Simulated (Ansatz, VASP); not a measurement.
# W (W wire along [100], 25 atoms a period) in two plane-wave programs

Aim: how closely do two programs agree when they are given the same cell, functional and k mesh? The structure shown is the end of the Ansatz relaxation below.

Method: plane waves, with VASP 6.6.1 beside it; single point at PBE, in Ansatz 0.2.0.

### Step 1. Starting point

The cell holds 25 atoms: 25 W. Cell: a = 19.480 Å, b = 19.480 Å, c = 3.111 Å, α = 90.0°, β = 90.0°, γ = 90.0°. Vacuum lies along a and b. The structure's axis is c.

### Step 2. Ansatz: relaxation, PBE

Ansatz runs on its PAW soft_1 files.

This run makes the geometry at which the two programs are then compared.

input.yaml reads:

```yaml
crystal:
  lattice:
    - [19.48, 0.0, 0.0]
    - [0.0, 19.48, 0.0]
    - [0.0, 0.0, 3.17]
  atoms:
    - { symbol: W, position: [0.174537988, 0.5, 0.0] }
    - { symbol: W, position: [0.337268994, 0.337268994, 0.0] }
    - { symbol: W, position: [0.337268994, 0.5, 0.0] }
    - { symbol: W, position: [0.337268994, 0.662731006, 0.0] }
    - { symbol: W, position: [0.5, 0.174537988, 0.0] }
    - { symbol: W, position: [0.5, 0.337268994, 0.0] }
    - { symbol: W, position: [0.5, 0.5, 0.0] }
    - { symbol: W, position: [0.5, 0.662731006, 0.0] }
    - { symbol: W, position: [0.5, 0.825462012, 0.0] }
    - { symbol: W, position: [0.662731006, 0.337268994, 0.0] }
    - { symbol: W, position: [0.662731006, 0.5, 0.0] }
    - { symbol: W, position: [0.662731006, 0.662731006, 0.0] }
    - { symbol: W, position: [0.825462012, 0.5, 0.0] }
    - { symbol: W, position: [0.255903491, 0.418634497, 0.5] }
    - { symbol: W, position: [0.255903491, 0.581365503, 0.5] }
    - { symbol: W, position: [0.418634497, 0.255903491, 0.5] }
    - { symbol: W, position: [0.418634497, 0.418634497, 0.5] }
    - { symbol: W, position: [0.418634497, 0.581365503, 0.5] }
    - { symbol: W, position: [0.418634497, 0.744096509, 0.5] }
    - { symbol: W, position: [0.581365503, 0.255903491, 0.5] }
    - { symbol: W, position: [0.581365503, 0.418634497, 0.5] }
    - { symbol: W, position: [0.581365503, 0.581365503, 0.5] }
    - { symbol: W, position: [0.581365503, 0.744096509, 0.5] }
    - { symbol: W, position: [0.744096509, 0.418634497, 0.5] }
    - { symbol: W, position: [0.744096509, 0.581365503, 0.5] }
kpoints:
  mp_grid: { grid: [1, 1, 26] }
scf:
  occupations: { method: fermi_dirac, width: 0.05 }
hamiltonian:
  xc: pbe
  pseudopotentials: { kind: paw, azcp: { folder: soft_1 } }
relax:
  cell: { fix: [a, b, alpha, beta, gamma] }
  max_steps: 45
  f_tol: 0.03
```

Launch:

```sh
$ ansatz run input.yaml --threads 16 --pin off --max-ram 61440MiB --backend cuda --events-out ev --progress --plain --runs-dir out --max-vram 78GiB
```

Numbers of over 12 decimals in the logs are rounded to 6 here.

Output:

```text
Engine: ansatz 0.2.0, aarch64-unknown-linux-gnu
Pseudopotentials: kind: paw
Pseudopotential: W, paw, valence charge 14, recommended cutoff 420 eV (normal), soft_1/W.paw.azcp
Functional definition: PBE
  parameter kappa = 0.804
  parameter beta = 0.066725
  exchange = pbe_x(kappa = kappa, mu = beta*pi^2/3)
  correlation = pbe_c(beta = beta)
[...]
Crystal: 25 atoms, lattice volume = 1202.921 Å³
Basis set: ecut = 420 eV, 23511 PW (Γ), exchange–correlation on 270×270×48 points (8 copies of the dense FFT grid, shifted against one another)
Bands: 210, of which v1, the nominal top of the filled ones, is band 175 counted from 1 (174 counted from 0)
Symmetry: 16 space group operations
Space group: P4/mmm (ITA 123), of the structure as read, at distance tolerance 1.1e-4 Å
k-points: 14 of 26
Non-local potential: W, projectors of the file, l = 0: 3, l = 1: 2, l = 2: 2, l = 3: 1
PAW form: soft (Blöchl's): semilocal exchange-correlation on the pseudo side does not see the compensation charge
PAW one-centre angular grid: W, 590 points (default); XC on 64 Gauss nodes
Initial density: superposition of atomic densities (neutral atoms: chi_scale 0, normalization atom)
Initial wavefunctions: pseudopotential atomic-orbital guess
[...]
Functional: x = pbe(κ = 0.804, μ = 0.219515), c = pbe(β = 0.066725)
SCF iter   1: F=—  HF=-259634.809199 eV  |F-HF|=—  |Δ(HF+E_count)|=         —  Δρ=4.41e-2  dr2=1.69e2  ethr=3.10e-3  ⟨swp⟩=10.9  Hψ=14160  notcnv=0  defer=4
preconditioner: auto → LDOS  [metal: Δε(μ)=0.006 eV  Ē_g=4.699 eV  σ=0.050 eV  W_gap=0.03  n_scr=202 (ndim 8)  ℏωp=13.1 eV  f_vac=0.545  D(μ)=21.91/eV (n_scr^D=96)  β→1.0]
SCF iter   2: F=—  HF=-259630.501081 eV  |F-HF|=—  |Δ(HF+E_count)|=    4.31e0  Δρ=4.39e-2  dr2=1.90e2  ethr=3.10e-3  ⟨swp⟩=6.9  Hψ=8840  notcnv=0  defer=134
[...]
SCF iter  12: F=-259618.674097 eV  HF=-259618.674097 eV  |F-HF|=3.21e-8  |Δ(HF+E_count)|=   1.71e-7  Δρ=1.03e-6  dr2=1.00e-8  ethr=2.86e-11  ⟨swp⟩=5.0  Hψ=9310  notcnv=0
SCF 1 converged in 12 iterations: F = -259618.674097 eV  dr2 = 1.00e-8
  greatest PAW one-centre occupation: 0.999 electrons in one spin orbital (limit 2), on the W atom at site 10 (counted from 0), in its partial waves of l = 0
relax step   1: F+E_penalty+E_count = -259618.67409686 eV  Δ(F+E_penalty+E_count) = +0.000e0 eV  max|allowed force component| = 2.739e0 eV/Å  Δτ_max = 0.0000 Å  P = -4.566 GPa  Ω = 1202.921 Å³  fix = [a, b, alpha, beta, gamma]  reactions: a -3.956, b -3.956 GPa  (12 SCF iters, dr2 threshold 1.00e-7 eV, accepted)
[...]
Crystal: 25 atoms, lattice volume = 1168.254 Å³
Basis set: ecut = 420 eV, 22743 PW (Γ), exchange–correlation on 270×270×48 points (8 copies of the dense FFT grid, shifted against one another)
[...]
iter 1 solved again at ethr=1.35e-3 eV; its pass at ethr=3.10e-3 eV (dr2=4.73e0 eV) is discarded
SCF iter   1: F=—  HF=-259620.861468 eV  |F-HF|=—  |Δ(HF+E_count)|=         —  Δρ=1.20e-2  dr2=4.77e0  ethr=1.35e-3  ⟨swp⟩=3.7  Hψ=18365  notcnv=0  defer=1
preconditioner: auto → LDOS  [metal: Δε(μ)=0.016 eV  Ē_g=4.509 eV  σ=0.050 eV  W_gap=0.08  n_scr=186 (ndim 8)  ℏωp=13.3 eV  f_vac=0.565  D(μ)=17.50/eV (n_scr^D=88)  β→1.0]
SCF iter   2: F=—  HF=-259620.933493 eV  |F-HF|=—  |Δ(HF+E_count)|=   7.20e-2  Δρ=8.97e-3  dr2=4.76e0  ethr=1.35e-3  ⟨swp⟩=5.1  Hψ=5809  notcnv=0  defer=45
[...]
SCF iter   8: F=-259620.251788 eV  HF=-259620.251788 eV  |F-HF|=1.65e-7  |Δ(HF+E_count)|=   2.87e-6  Δρ=6.72e-6  dr2=9.71e-7  ethr=7.14e-10  ⟨swp⟩=5.4  Hψ=10185  notcnv=0
SCF 2 converged in 8 iterations: F = -259620.251788 eV  dr2 = 9.71e-7
  greatest PAW one-centre occupation: 0.999 electrons in one spin orbital (limit 2), on the W atom at site 7 (counted from 0), in its partial waves of l = 0
relax step   2: F+E_penalty+E_count = -259620.25178755 eV  Δ(F+E_penalty+E_count) = -1.578e0 eV  max|allowed force component| = 1.319e0 eV/Å  Δτ_max = 0.1949 Å  P = +1.198 GPa  Ω = 1168.254 Å³  energy of the carried Pulay correction = +6.053e-3 eV  fix = [a, b, alpha, beta, gamma]  reactions: a +0.752, b +0.752 GPa  (8 SCF iters, dr2 threshold 2.50e-6 eV, accepted)
[...]
Crystal: 25 atoms, lattice volume = 1181.856 Å³
[...]
SCF 3 converged in 7 iterations: F = -259620.528323 eV  dr2 = 2.42e-6
[...]
SCF 4 converged in 6 iterations: F = -259620.553810 eV  dr2 = 1.48e-6
[...]
SCF 5 converged in 6 iterations: F = -259620.555488 eV  dr2 = 1.51e-7
[...]
SCF 6 converged in 6 iterations: F = -259620.555505 eV  dr2 = 3.20e-9
[...]
SCF 7 converged in 6 iterations: F = -259620.551555 eV  dr2 = 3.96e-11
[...]
SCF converged after 6 iterations
[...]
k-point 13: bands = ["-69.3610", "-69.3608", "-69.3608", "-69.3607", "-69.3047", "-69.3004", "-69.3004", "-69.2962", "-69.2499", "-69.2498", "-69.2498", "-69.2497", "-69.2445", "-69.2435", "-69.2434", "-69.2434", "-69.2433", "-69.1669", "-69.1668", "-69.1668", "-69.1667", "-69.1472", "-69.1472", "-69.1472", "-69.1472", "-34.3382", "-34.2662", "-34.2662", "-34.2349", "-34.2349", "-34.1927", "-34.1793", "-34.1642", " [...]
--- Relaxed structure (6 steps of the walk, 6 accepted, 1 SCFs on fresh bases) ---
  F+E_penalty+E_count = -259620.55155490 eV   max|allowed force component| = 3.003e-3 eV/Å   (the final SCF, on the basis selected at the relaxed cell)
  cell:  # Å, volume = 1180.4185 Å³
    - [19.48, 0.0, 0.0]
    - [0.0, 19.48, 0.0]
    - [0.0, 0.0, 3.110700]
  atoms:
    - { symbol: W, position: [0.184893, 0.5, 0.0] }
    - { symbol: W, position: [0.338639, 0.338639, 0.0] }
    - { symbol: W, position: [0.336473, 0.5, 0.0] }
    - { symbol: W, position: [0.338639, 0.661361, 0.0] }
    - { symbol: W, position: [0.5, 0.184893, 0.0] }
    - { symbol: W, position: [0.5, 0.336473, 0.0] }
    - { symbol: W, position: [0.5, 0.5, 0.0] }
    - { symbol: W, position: [0.5, 0.663527, 0.0] }
    - { symbol: W, position: [0.5, 0.815107, 0.0] }
    - { symbol: W, position: [0.661361, 0.338639, 0.0] }
    - { symbol: W, position: [0.663527, 0.5, 0.0] }
    - { symbol: W, position: [0.661361, 0.661361, 0.0] }
    - { symbol: W, position: [0.815107, 0.5, 0.0] }
    - { symbol: W, position: [0.256677, 0.420384, 0.5] }
    - { symbol: W, position: [0.256677, 0.579616, 0.5] }
    - { symbol: W, position: [0.420384, 0.256677, 0.5] }
    - { symbol: W, position: [0.418247, 0.418247, 0.5] }
    - { symbol: W, position: [0.418247, 0.581753, 0.5] }
    - { symbol: W, position: [0.420384, 0.743323, 0.5] }
    - { symbol: W, position: [0.579616, 0.256677, 0.5] }
    - { symbol: W, position: [0.581753, 0.418247, 0.5] }
    - { symbol: W, position: [0.581753, 0.581753, 0.5] }
    - { symbol: W, position: [0.579616, 0.743323, 0.5] }
    - { symbol: W, position: [0.743323, 0.420384, 0.5] }
    - { symbol: W, position: [0.743323, 0.579616, 0.5] }
```

Reading the cycles: dr2 is the Hartree energy of the density residual (eV), the measure of convergence; HF is the Harris–Foulkes estimate of the energy, which meets the free energy F at convergence.

(Continued in part 2 of 2.)

[Lines on the potential files, build, host, timing and source positions are cut from VASP's logs without a mark.]

[Logs are printed without paths, hosts, clocks, repeated set-up lines and the standing remarks that a program may print on its own settings, such as how far it seeks lower states.]

[Hosts, paths, dates, database ids (printed as entryN), source tags and the programs' standing remarks are cut or masked in the printed files.]
